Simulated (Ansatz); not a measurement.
# Pt (Im-3m) in Ansatz: notebook

The runs below take Pt through single point, electrostatic potential, with PBE, LDA.

All numbers are computed with Ansatz 0.2.0; they aren't measurements. Logs are shortened: lines on timing, memory, paths and dates and some standing lists are left out, and cuts for length are marked.

### Step 1. The crystal as given

Symmetry: Im-3m, No. 229, cubic system. Conventional cell: a = 3.168 Å, b = 3.168 Å, c = 3.168 Å, α = 90.00°, β = 90.00°, γ = 90.00°. Pt (site symmetry m-3m) has 8 Pt at 2.74 Å as nearest neighbours.

This isn't the form of Pt at room conditions, which is fcc.

### Step 2. Single point, PBE

Contents of input.yaml:

```yaml
crystal:
  lattice:
    - [-1.58422, 1.58422, 1.58422]
    - [1.58422, -1.58422, 1.58422]
    - [1.58422, 1.58422, -1.58422]
  atoms:
    - { symbol: Pt, position: [0.0, 0.0, 0.0] }
hamiltonian:
  xc: pbe
  pseudopotentials: { kind: paw }
kpoints:
  mp_grid: { grid: [12, 12, 12] }
scf:
  occupations: { method: gaussian, width: 0.02 }
output:
  forces: true
  stress: true
  eigenvalues: true
```

Potentials or basis: Ansatz PAW.

On the command line:

```
$ ansatz run input.yaml --threads 2 --pin off --max-ram 5632MiB --backend cpu --events-out ev --progress --plain --runs-dir out
```

Log:

```text
Warning: RAYON_NUM_THREADS=2 ignored (pool sized by the plan → 2); use --threads N
Engine: ansatz 0.2.0, x86_64-unknown-linux-gnu
Pseudopotentials: kind: paw
Pseudopotential: Pt, paw, valence charge 18, recommended cutoff 420 eV (normal), Pt.paw.azcp
Functional definition: PBE
  parameter kappa = 0.804
  parameter beta = 0.06672455060314922
  exchange = pbe_x(kappa = kappa, mu = beta*pi^2/3)
  correlation = pbe_c(beta = beta)
Crystal: 1 atoms, lattice volume = 15.904 Å³
Basis set: ecut = 420 eV, 321 PW (Γ), exchange–correlation on 40×40×40 points (8 copies of the dense FFT grid, shifted against one another)
Bands: 13, of which v1, the nominal top of the filled ones, is band 9 counted from 1 (8 counted from 0)
Symmetry: 48 space group operations
Space group: Im-3m (ITA 229), of the structure as read, at distance tolerance 2.5e-5 Å
k-points: 72 of 1728
Non-local potential: Pt, projectors of the file, l = 0: 3, l = 1: 2, l = 2: 2, l = 3: 1
PAW form: soft (Blöchl's): semilocal exchange-correlation on the pseudo side does not see the compensation charge
PAW one-centre angular grid: Pt, 590 points (default); XC on 64 Gauss nodes
Initial density: superposition of atomic densities (neutral atoms: chi_scale 0, normalization atom), corrected by the library's trained network
Initial wavefunctions: pseudopotential atomic-orbital guess
Functional: x = pbe(κ = 0.804, μ = 0.2195149727645171), c = pbe(β = 0.06672455060314922)
SCF iter   1: F=—  HF=-12522.932020 eV  |F-HF|=—  |Δ(HF+E_count)|=         —  Δρ=3.37e-3  dr2=5.83e-4  ethr=1.77e-3  ⟨swp⟩=5.5  Hψ=5000  notcnv=0
preconditioner: auto → none  [insulator: Δε(μ)=0.086 eV  Ē_g=13.575 eV  σ=0.020 eV  W_gap=0.54  n_scr=0 (ndim 8)  ℏωp=29.4 eV  f_vac=0.000  D(μ)=0.48/eV (n_scr^D=0)  ε∞_Penn≈5.7]
SCF iter   2: F=—  HF=-12522.932796 eV  |F-HF|=—  |Δ(HF+E_count)|=   7.76e-4  Δρ=1.67e-3  dr2=9.97e-5  ethr=3.24e-6  ⟨swp⟩=2.2  Hψ=2082  notcnv=0
SCF iter   3: F=—  HF=-12522.932924 eV  |F-HF|=—  |Δ(HF+E_count)|=   1.28e-4  Δρ=7.84e-4  dr2=2.02e-5  ethr=5.54e-7  ⟨swp⟩=2.3  Hψ=1363  notcnv=0
iter 4 did not close the SCF: its close was put off for the readings that it lacked (scf_convergence_deferred on its scf_iter line)
SCF iter   4: F=-12522.932968 eV  HF=-12522.932968 eV  |F-HF|=1.83e-8  |Δ(HF+E_count)|=   4.36e-5  Δρ=2.60e-5  dr2=2.05e-8  ethr=1.12e-7  ⟨swp⟩=2.0  Hψ=1261  notcnv=0
iter 5 did not close the SCF: its close was put off for the readings that it lacked (scf_convergence_deferred on its scf_iter line)
SCF iter   5: F=-12522.932968 eV  HF=-12522.932968 eV  |F-HF|=3.37e-10  |Δ(HF+E_count)|=   2.29e-8  Δρ=7.60e-6  dr2=2.26e-9  ethr=1.14e-10  ⟨swp⟩=2.2  Hψ=1537  notcnv=0
SCF iter   6: F=-12522.932968 eV  HF=-12522.932968 eV  |F-HF|=5.46e-12  |Δ(HF+E_count)|=  1.00e-10  Δρ=2.33e-7  dr2=5.05e-12  ethr=1.26e-11  ⟨swp⟩=2.0  Hψ=3084  notcnv=0
SCF 1 converged in 6 iterations: F = -12522.932968 eV  dr2 = 5.05e-12
SCF converged after 6 iterations
Free energy (F): -12522.932968 eV
Harris-Foulkes:  -12522.932968 eV  (|F-HF|=5.46e-12)
Internal energy: -12522.932872 eV  (E = F + TS)
E sigma→0 (E₀):  -12522.932920 eV
Entropy (-TS):   -0.000096 eV (-0.096 meV/atom)
Fermi energy:    21.485409 eV
--- Per-component energies (eV) ---
  E_band       = -152.085326
  E_kinetic    = 637.100023
  E_local      = -1532.156526  (includes V_loc(G=0)·N_el)
  E_nonlocal   = 200.070047
  E_hartree    = 566.908535
  E_xc         = -261.458077
  E_vxc        = -302.395690  (∫ρ·V_xc dr)
  E_paw        = -9454.036000  (= ΣΔE_a)
  E_vpaw       = -288.520539  (= ΣTr[D̂ρ^β])
  E_aug_tail   = 0.000194  (compensation charges beyond the density's cutoff)
  E_ewald      = -2679.361068
  E_smearing   = -0.000096  (= −TS)
  E_closure    = 0.000000  (closes the sum)
  Σ components = -12522.932968   (vs F -12522.932968, Δ=0.00e0)
--- Forces (eV/Å), atoms counted from 1 ---
  atom   1  Pt    -0.00000000    -0.00000000    -0.00000000
  max |Σ_I F_I| component: 1.75e-32 eV/Å
--- Stress (GPa, compression-positive) ---
       -1.421331       0.000000      -0.000000
        0.000000      -1.421331      -0.000000
        0.000000      -0.000000      -1.421331
  P = ⅓ Tr σ = -1.4213 GPa (-14.213 kbar)
--- Band table (eV; the first three rows and the last of 72) ---
  k-point 0: bands = ["-76.4614", "-30.4872", "-30.4872", "-30.4872", "12.1617", "18.1495", "18.1495", "18.1495", "20.6133", "20.6133", "38.6710", "38.6710", "38.6710"]
  k-point 1: bands = ["-76.4594", "-30.5145", "-30.4968", "-30.4870", "12.4420", "18.0415", "18.1486", "18.3733", "20.4786", "20.6211", "38.7839", "38.8567", "39.0752"]
  k-point 2: bands = ["-76.4542", "-30.5888", "-30.5230", "-30.4865", "13.2243", "17.7583", "18.1235", "19.0210", "20.2438", "20.6516", "38.5140", "38.6750", "40.2234"]
  k-point 71: bands = ["-76.4098", "-30.7863", "-30.7863", "-30.7863", "15.5806", "15.5806", "22.1235", "22.1235", "22.1235", "29.2590", "29.2590", "29.2590", "34.3015"]
```

Wall time 2.7 s (2 threads of Intel Xeon at 2.50GHz (Skylake/Cascade Lake), shared host); peak memory 0.28 GiB.

What came out:

```yaml
Free_energy: -12522.9330 eV
Pressure: -1.4 GPa
Band_gap_on_the_k_mesh: none (metal or under the smearing width)
```

Levels at points of the mesh, in eV from the Fermi level:
| k point | band 5 | band 6 | band 7 | band 8 | band 9 | band 10 | band 11 | band 12 | band 13 |
| --- | --- | --- | --- | --- | --- | --- | --- | --- | --- |
| (0.00, 0.00, 0.00) | -9.32 | -3.34 | -3.34 | -3.34 | -0.87 | -0.87 | 17.19 | 17.19 | 17.19 |
| (0.00, 0.00, -0.50) | -6.40 | -4.74 | -1.05 | -0.56 | 0.39 | 1.16 | 6.37 | 13.37 | 15.92 |
| (-0.50, -0.50, -0.50) | -5.90 | -5.90 | 0.64 | 0.64 | 0.64 | 7.77 | 7.77 | 7.77 | 12.82 |

### Step 3. Electrostatic potential, PBE

input.yaml: that of step 2 with these lines changed.

```diff
@@ -13,3 +13,3 @@
 scf:
-  occupations: { method: gaussian, width: 0.02 }
+  occupations: { method: methfessel_paxton, width: 0.2 }
 output:
@@ -18 +18,5 @@
   eigenvalues: true
+  write_density: true
+  write_potential: true
+  elf: true
+  volumetric_format: npy
```

Potentials or basis: Ansatz PAW.

On the command line:

```
$ ansatz run input.yaml --threads 2 --pin off --max-ram 5632MiB --backend cpu --events-out ev --progress --plain --runs-dir out
```

Log:

```text
Warning: RAYON_NUM_THREADS=2 ignored (pool sized by the plan → 2); use --threads N
Engine: ansatz 0.2.0, x86_64-unknown-linux-gnu
Pseudopotentials: kind: paw
Pseudopotential: Pt, paw, valence charge 18, recommended cutoff 420 eV (normal), Pt.paw.azcp
Functional definition: PBE
  parameter kappa = 0.804
  parameter beta = 0.06672455060314922
  exchange = pbe_x(kappa = kappa, mu = beta*pi^2/3)
  correlation = pbe_c(beta = beta)
Crystal: 1 atoms, lattice volume = 15.904 Å³
Basis set: ecut = 420 eV, 321 PW (Γ), exchange–correlation on 40×40×40 points (8 copies of the dense FFT grid, shifted against one another)
Bands: 13, of which v1, the nominal top of the filled ones, is band 9 counted from 1 (8 counted from 0)
Symmetry: 48 space group operations
Space group: Im-3m (ITA 229), of the structure as read, at distance tolerance 2.5e-5 Å
k-points: 72 of 1728
Non-local potential: Pt, projectors of the file, l = 0: 3, l = 1: 2, l = 2: 2, l = 3: 1
[... 19 lines left out ...]
Entropy (-TS):   0.002257 eV (2.257 meV/atom)
Fermi energy:    21.520221 eV
--- Per-component energies (eV) ---
  E_band       = -152.041228
  E_kinetic    = 637.121531
  E_local      = -1532.230483  (includes V_loc(G=0)·N_el)
  E_nonlocal   = 200.081475
  E_hartree    = 566.956782
  E_xc         = -261.460207
  E_vxc        = -302.398361  (∫ρ·V_xc dr)
  E_paw        = -9454.041845  (= ΣΔE_a)
  E_vpaw       = -288.528375  (= ΣTr[D̂ρ^β])
  E_aug_tail   = 0.000194  (compensation charges beyond the density's cutoff)
  E_ewald      = -2679.361068
  E_smearing   = 0.002257  (= −TS)
  E_closure    = -0.000000  (closes the sum)
  Σ components = -12522.931363   (vs F -12522.931363, Δ=0.00e0)
--- Forces (eV/Å), atoms counted from 1 ---
  atom   1  Pt    -0.00000000     0.00000000     0.00000000
  max |Σ_I F_I| component: 4.01e-32 eV/Å
--- Stress (GPa, compression-positive) ---
       -1.381012      -0.000000       0.000000
       -0.000000      -1.381012       0.000000
       -0.000000       0.000000      -1.381012
  P = ⅓ Tr σ = -1.3810 GPa (-13.810 kbar)
--- Band table (eV; the first three rows and the last of 72) ---
  k-point 0: bands = ["-76.4576", "-30.4838", "-30.4838", "-30.4838", "12.1620", "18.1516", "18.1516", "18.1516", "20.6153", "20.6153", "38.6710", "38.6710", "38.6710"]
  k-point 1: bands = ["-76.4557", "-30.5111", "-30.4934", "-30.4836", "12.4423", "18.0436", "18.1507", "18.3754", "20.4806", "20.6231", "38.7839", "38.8568", "39.0752"]
  k-point 2: bands = ["-76.4505", "-30.5854", "-30.5195", "-30.4831", "13.2246", "17.7604", "18.1255", "19.0232", "20.2458", "20.6536", "38.5145", "38.6751", "40.2236"]
  k-point 71: bands = ["-76.4061", "-30.7830", "-30.7830", "-30.7830", "15.5819", "15.5819", "22.1261", "22.1261", "22.1261", "29.2594", "29.2594", "29.2594", "34.3023"]
```

It took 3.5 s on 2 threads of Intel Xeon at 2.50GHz (Skylake/Cascade Lake), shared host; peak memory 0.29 GiB.

Results:

```
Free energy            : -12522.9314 eV
Pressure               : -1.4 GPa
Band gap on the k mesh : none (metal or under the smearing width)
```

The run has no spin-orbit coupling, so splittings on Pt are missing.

### Step 4. Single point, LDA

Contents of input.yaml:

```yaml
crystal:
  lattice:
    - [-1.58422, 1.58422, 1.58422]
    - [1.58422, -1.58422, 1.58422]
    - [1.58422, 1.58422, -1.58422]
  atoms:
    - { symbol: Pt, position: [0.0, 0.0, 0.0] }
hamiltonian:
  xc: lda
  pseudopotentials: { kind: paw }
kpoints:
  mp_grid: { grid: [12, 12, 12] }
scf:
  occupations: { method: gaussian, width: 0.05 }
output:
  forces: true
  stress: true
  eigenvalues: true
```

On the command line:

```
$ ansatz run input.yaml --threads 2 --pin off --max-ram 5632MiB --backend cpu --events-out ev --progress --plain --runs-dir out
```

Wall time 3.4 s (2 threads of Intel Xeon at 2.50GHz (Skylake/Cascade Lake), shared host); peak memory 0.29 GiB.

It converged, with:

* Free energy: -12244.8336 eV
* Pressure: -16.2 GPa
* Band gap on the k mesh: none (metal or under the smearing width)

Levels at points of the mesh, in eV from the Fermi level:
| k point | band 5 | band 6 | band 7 | band 8 | band 9 | band 10 | band 11 | band 12 | band 13 |
| --- | --- | --- | --- | --- | --- | --- | --- | --- | --- |
| (0.00, 0.00, 0.00) | -9.40 | -3.37 | -3.37 | -3.37 | -0.86 | -0.86 | 17.17 | 17.17 | 17.17 |
| (0.00, 0.00, -0.50) | -6.44 | -4.78 | -1.05 | -0.54 | 0.35 | 1.14 | 6.28 | 13.34 | 15.80 |
| (-0.50, -0.50, -0.50) | -5.91 | -5.91 | 0.62 | 0.62 | 0.62 | 7.70 | 7.70 | 7.70 | 12.62 |

Caveat: so large a pressure means that the cell lies far from this level's equilibrium, or that cutoff or potentials fall short; the PAW data sets come from PBE, with cores solved anew for the run's functional, which leaves a small shift of forces and pressure. Spin-orbit coupling is left out, which matters for the levels of Pt.

### Step 5. Overview

```tsv
task	level	smearing	gap on the mesh (eV)	pressure (GPa)
single point	PBE	gaussian 0.02 eV	none	-1.4
electrostatic potential	PBE	methfessel-paxton 0.2 eV	none	-1.4
single point	LDA	gaussian 0.05 eV	none	-16.2
```

Alike in all rows: potentials or basis Ansatz PAW; no spin polarisation; cell as given; k mesh 12 × 12 × 12; cutoff (eV) 420.

Every run on the cell as given and a fine mesh finds a metal. The pressure there spans -16.2 GPa (LDA) to -1.4 GPa (PBE); a positive pressure means that this level wants a larger cell, a negative one a smaller.

Caveats: so large a pressure means that the cell lies far from this level's equilibrium, or that cutoff or potentials fall short (some runs); the PAW data sets come from PBE, with cores solved anew for the run's functional, which leaves a small shift of forces and pressure (some runs).

Total energies depend on the potentials used, so only differences within one code and one set of settings carry meaning.
